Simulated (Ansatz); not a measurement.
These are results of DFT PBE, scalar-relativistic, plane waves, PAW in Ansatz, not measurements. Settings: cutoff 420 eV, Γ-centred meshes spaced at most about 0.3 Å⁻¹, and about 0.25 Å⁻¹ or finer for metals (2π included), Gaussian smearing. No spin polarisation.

All energies are static (0 K, no zero-point motion).

Two relaxed structures of Mg2GeN3:

A.

```cif
data_structure
_symmetry_space_group_name_H-M 'Imm2'
_symmetry_Int_Tables_number 44
_cell_length_a 3.0294
_cell_length_b 9.9480
_cell_length_c 4.9913
_cell_angle_alpha 90.000
_cell_angle_beta 90.000
_cell_angle_gamma 90.000
_cell_volume 150.42
loop_
_atom_site_label
_atom_site_type_symbol
_atom_site_symmetry_multiplicity
_atom_site_Wyckoff_symbol
_atom_site_fract_x
_atom_site_fract_y
_atom_site_fract_z
_atom_site_occupancy
Mg1 Mg 4 d 0.50000 0.16447 0.51179 1
Ge1 Ge 2 a 0.00000 0.00000 0.00775 1
N1 N 4 d 0.50000 0.34488 0.72028 1
N2 N 2 b 0.50000 0.00000 0.77811 1
```

B.

```cif
data_structure
_symmetry_space_group_name_H-M 'P-3m1'
_symmetry_Int_Tables_number 164
_cell_length_a 3.0032
_cell_length_b 3.0032
_cell_length_c 7.7285
_cell_angle_alpha 90.000
_cell_angle_beta 90.000
_cell_angle_gamma 120.000
_cell_volume 60.37
loop_
_atom_site_label
_atom_site_type_symbol
_atom_site_symmetry_multiplicity
_atom_site_Wyckoff_symbol
_atom_site_fract_x
_atom_site_fract_y
_atom_site_fract_z
_atom_site_occupancy
Mg1 Mg 2 d 0.33333 0.66667 0.66742 1
Ge1 Ge 1 a 0.00000 0.00000 0.00000 1
N1 N 2 d 0.33333 0.66667 0.14382 1
N2 N 1 b 0.00000 0.00000 0.50000 1
```

Question: Which is lower in energy, and by how much?

Answer: A is lower, by 91 meV/atom. A has Mg and Ge ordered on zinc blende sites, space group Imm2 (No. 44), 12.5 Å³/atom and no gap on its mesh; B has Mg and Ge ordered on rock salt sites, space group P-3m1 (No. 164), 10.1 Å³/atom and no gap. Counting N atoms around Ge and Mg (those within 1.25 times the shortest such distance or 1.15 times the sum of covalent radii, 1.27 where that leaves under three), A has Mg 4, Ge 4 and B has Mg 6, Ge 6. The lower one is the more open, so pressure narrows the difference. In A, Mg is surrounded by 4 N at 2.07–2.11 Å; around Ge lie 4 N at 1.87–1.90 Å; N on a site of symmetry m has 1 Ge at 1.87 Å and 3 Mg at 2.07–2.10 Å; 1 more site not described. In B, around Mg lie 6 N at 2.16–2.27 Å; around Ge lie 6 N at 2.06 Å; N on a site of symmetry 3m is surrounded by 3 Ge at 2.06 Å and 3 Mg at 2.27 Å; 1 more site not described. Both come from invented guesses. The lowest form computed isn't among them: it has Mg and Ge ordered on wurtzite sites, space group Cmc2_1 (No. 36), 12.5 Å³/atom and lies 27 meV/atom below the best shown.

In Imm2, P-3m1 an odd number of electrons in the primitive cell allows no gap without spin; a larger cell or a magnetic state could open one. Cells relaxed within their symmetry can be saddle points. Some structure types and database cells were kept out of the candidates from the start, so a known form may be missing.
